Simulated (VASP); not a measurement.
Input of a VASP 6.6.1 run:

The input INCAR:

```
SYSTEM = GaN
ALGO     = Normal         ! electronic algorithm
EDIFF    = 1E-6           ! SCF threshold, eV
EDIFFG   = -0.005         ! ionic threshold
ENCUT    = 600            ! plane-wave cutoff, eV
GGA      = PS             ! functional
IBRION   = 2              ! ionic algorithm
ISIF     = 3              ! what is computed and relaxed
ISMEAR   = 0              ! smearing method
LASPH    = .TRUE.         ! aspherical terms in the spheres
LCHARG   = .FALSE.        ! write CHGCAR
LREAL    = .FALSE.        ! projectors in reciprocal space
LWAVE    = .FALSE.        ! write WAVECAR
NELM     = 80             ! most SCF steps
NSW      = 60             ! ionic steps
PREC     = Accurate       ! precision mode
SIGMA    = 0.02           ! smearing width, eV
```

KPOINTS

```
k-points
0
G
  3 3 3
  0 0 0
```

The input POSCAR:

```
GaN
1.0
    0.0000000000      2.2535006100      2.2535006100
    2.2535006100      0.0000000000      2.2535006100
    2.2535006100      2.2535006100      0.0000000000
Ga N
1 1
Direct
    0.0000000000      0.0000000000      0.0000000000
    0.7500000000      0.7500000000      0.7500000000
```

Potentials or basis: VASP PAW PBE potentials, release 64 (Ga_d, N).

The run is started by

```console
$ cat potpaw_PBE.64/Ga_d/POTCAR potpaw_PBE.64/N/POTCAR > POTCAR
$ mpirun -np 1 vasp_std > vasp.out
```

(1) What does it give for the relaxed volume?

(2) Estimate the relaxed cell.

Answers

(1) 11.37 Å³/atom.

(2) a = 3.180 Å, b = 3.180 Å, c = 3.180 Å, α = 60.00°, β = 60.00°, γ = 60.00°.

Caveat: the k mesh is coarse (spacing up to 0.80 Å⁻¹), so the values aren't converged; the PAW data sets were made with another functional, which shifts forces and pressure a little.
